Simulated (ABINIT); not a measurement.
A run of ABINIT 10.8.3 (patched build) is set up as follows.

run.abi

```
ndtset 2

pp_dirpath "./"
pseudos "Zn.GGA_PBE-JTH.xml, S.GGA_PBE-JTH.xml"

acell 3*1.0
rprim
     0.0000000000     5.1060399887     5.1060399887
     5.1060399887     0.0000000000     5.1060399887
     5.1060399887     5.1060399887     0.0000000000
ntypat 2
znucl 30 16
natom 2
typat 1 2
xred
     0.7500000000     0.7500000000     0.7500000000
     0.0000000000     0.0000000000     0.0000000000

ecut 544.227725 eV
pawecutdg 40.0

ixc 23

occopt 3
tsmear 0.00183747

nstep 100

iomode 3
prtwf 0
prteig 0
prtebands 0
enunit 2
prtden1 1

kptopt1 1
ngkpt1 9 9 9
nshiftk1 1
shiftk1 0.0 0.0 0.0
nband1 13
tolvrs1 1.0e-9

iscf2 -2
getden2 1
nband2 17
nbdbuf2 2
tolwfr2 1.0e-12
kptopt2 -9
ndivsm2 8
prteig2 1
kptbounds2
     0.0000000000     0.0000000000     0.0000000000
     0.5000000000     0.0000000000     0.5000000000
     0.5000000000     0.2500000000     0.7500000000
     0.3750000000     0.3750000000     0.7500000000
     0.0000000000     0.0000000000     0.0000000000
     0.5000000000     0.5000000000     0.5000000000
     0.6250000000     0.2500000000     0.6250000000
     0.5000000000     0.2500000000     0.7500000000
     0.5000000000     0.5000000000     0.5000000000
     0.3750000000     0.3750000000     0.7500000000
```

Potentials or basis: JTH PAW PBE v2.0.

The run is started by

```bash
$ abinit run.abi > log 2>&1
```

(1) What does it give for the band gap on the k mesh?

Answers

(1) 1.93 eV, direct.

**Experimental background.**

From “Electronic, vibrational, and thermodynamic properties of ZnS (zincblende and rocksalt structure)”, 2009, arxiv:0911.5022, for a bulk crystal of ZnS at 19 K: band gap 3.85 eV (direct).

Against the measured gap of ZnS, 3.85 eV (direct; 19 K; quoted in “Electronic, vibrational, and thermodynamic properties of ZnS (zincblende and rocksalt structure)”, 2009, arxiv:0911.5022), the calculated 1.93 eV is off by -1.92 eV. The value is that of WC, without temperature or zero-point motion. Semilocal functionals fall short of measured gaps as a rule.
